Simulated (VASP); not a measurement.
# VASP 6.6.1 run: InAs

INCAR

```
PREC = Accurate
ISIF = 3
ENCUT = 600
LCHARG = .FALSE.
LASPH = .TRUE.
ISPIN = 2
NSW = 40
NBANDS = 16
GGA = PE
MAGMOM = 1 1
LREAL = .FALSE.
ISMEAR = 0
SIGMA = 0.1
LWAVE = .FALSE.
NELM = 120
EDIFF = 1E-7
EDIFFG = -5E-3
IBRION = 2
```

KPOINTS

```
KPOINTS created by Atomic Simulation Environment
0
Gamma
8 8 8
0 0 0
```

POSCAR

```
In As
 1.0000000000000000
     0.0000000000000000    2.7541799999999999    2.7541799999999999
     2.7541799999999999    0.0000000000000000    2.7541799999999999
     2.7541799999999999    2.7541799999999999    0.0000000000000000
 In  As
   1   1
Cartesian
  0.0000000000000000  0.0000000000000000  0.0000000000000000
  2.7541799999999999  2.7541799999999999  2.7541799999999999
```

The recommended PBE PAW datasets give the neutral cell 18 valence electrons.

Command

```
mpirun -np 1 vasp_std
```

Task: Predict the outcome of this run.

Result: It converged. Results: relaxed cell vector lengths 4.069, 4.069, 4.069 Å; relaxed cell volume 47.62 Å³; magnetic moment of the cell 0.00 μB.

OSZICAR

```
N       E                     dE             d eps       ncg     rms          rms(c)
DAV:   1     0.117554850952E+03    0.11755E+03   -0.91757E+03  1856   0.149E+03
DAV:   2     0.331882537976E-01   -0.11752E+03   -0.11250E+03  2056   0.334E+02
DAV:   3    -0.692017754327E+01   -0.69534E+01   -0.68650E+01  2424   0.737E+01
DAV:   4    -0.707480342069E+01   -0.15463E+00   -0.15459E+00  2168   0.111E+01
DAV:   5    -0.708187647224E+01   -0.70731E-02   -0.70730E-02  2784   0.216E+00    0.703E+00
DAV:   6    -0.714483992212E+01   -0.62963E-01   -0.33575E-01  2568   0.108E+01    0.311E+00
DAV:   7    -0.714181090697E+01    0.30290E-02   -0.68101E-02  2528   0.281E+00    0.155E+00
DAV:   8    -0.714045513169E+01    0.13558E-02   -0.81720E-03  2392   0.833E-01    0.642E-01
DAV:   9    -0.713972634397E+01    0.72879E-03   -0.98079E-04  2544   0.383E-01    0.319E-01
DAV:  10    -0.713965897881E+01    0.67365E-04   -0.34258E-04  2296   0.196E-01    0.525E-02
...
DAV:   3    -0.731842387840E+01    0.96158E-01   -0.24498E-01  2424   0.917E+00    0.116E+00
DAV:   4    -0.731691732374E+01    0.15066E-02   -0.10373E-02  1952   0.786E-01    0.725E-01
DAV:   5    -0.731626217462E+01    0.65515E-03   -0.13285E-03  2504   0.581E-01    0.262E-01
DAV:   6    -0.731629676329E+01   -0.34589E-04   -0.41382E-04  2384   0.185E-01    0.671E-02
DAV:   7    -0.731628513241E+01    0.11631E-04   -0.28427E-05  2120   0.339E-02    0.319E-02
DAV:   8    -0.731628139623E+01    0.37362E-05   -0.16006E-06  2224   0.840E-03    0.137E-02
DAV:   9    -0.731628009085E+01    0.13054E-05   -0.65760E-07  2056   0.438E-03    0.325E-03
DAV:  10    -0.731627987733E+01    0.21353E-06   -0.70507E-08  1688   0.176E-03    0.190E-03
DAV:  11    -0.731627996358E+01   -0.86254E-07   -0.50444E-09  1056   0.799E-04
   3 F= -.73162800E+01 E0= -.73127656E+01  d E =-.176589E+00  mag=    -0.0000
```

```
ionic step  ΔE (meV/atom)  volume (Å³)  largest force (eV/Å)  pressure (GPa)  electronic steps
         1            0.0        41.78                 0.000           10.93                15
         2          -68.4        51.01                 0.000           -3.54                11
         3          -88.3        47.62                 0.000            0.02                11
```

 The volume moved far on the plane waves of the start cell, so a restart from CONTCAR is due.

For comparison, a separate PBE relaxation on usual settings, not on those above, ends at 47.68 Å³.
